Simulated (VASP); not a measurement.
Here is a VASP 6.6.1 calculation.

File INCAR:

```
SYSTEM = Mg3Sb2
PREC = Accurate ; ENCUT = 600
EDIFF = 1E-7 ; ISMEAR = 0
SIGMA = 0.03 ; LREAL = .FALSE.
LASPH = .TRUE. ; NELM = 80
ALGO = Normal ; ISIF = 3
LWAVE = .FALSE. ; LCHARG = .FALSE.
GGA = CA ; IBRION = 2
NSW = 90 ; EDIFFG = -0.005
```

The input KPOINTS:

```
regular mesh
0
G
  9 9 5
  0 0 0
```

File POSCAR:

```
Mg3Sb2                                  
1.0
    4.4999545656     -0.0000000000     -0.0000000000
   -2.2499772828      3.8970749696     -0.0000000000
   -0.0000000000     -0.0000000000      7.1159430050
  Mg              Sb            
     3     2
Direct
     0.3333333300000021    0.6666666699999979    0.6322688046086308
     0.6666666699999979    0.3333333300000021    0.3677311953913692
     0.0000000000000000    0.0000000000000000    1.0000000000000000
     0.3333333300000021    0.6666666699999979    0.2241553030247389
     0.6666666699999979    0.3333333300000021    0.7758446969752610
```

Potentials or basis: VASP PAW LDA potentials, release 64 (Mg, Sb).

The run is started by

```console
$ cat potpaw_LDA.64/Mg/POTCAR potpaw_LDA.64/Sb/POTCAR > POTCAR
$ mpirun -np 1 vasp_std > vasp.out
```

Problem. Predict the relaxed volume.

Solution. 24.93 Å³/atom.

Problem. Predict the space group after relaxing (to 0.05 Å).

Solution. P-3m1 (No. 164).

Problem. Estimate the band gap on the k mesh.

Solution. 0.15 eV, indirect (least direct gap 1.22 eV).

Final structure:
```
Mg Sb
1.0
     4.49830    0.00000    0.00000
    -2.24915    3.89564    0.00000
     0.00000    0.00000    7.11329
Mg Sb
3 2
Direct
  0.33333 0.66667 0.63223
  0.66667 0.33333 0.36777
  0.00000 0.00000 0.00000
  0.33333 0.66667 0.22415
  0.66667 0.33333 0.77585
```

Caveat: spin-orbit coupling is left out, which moves the levels of the heavy elements; an odd mesh through Γ misses points on the zone boundary, where band edges often lie.
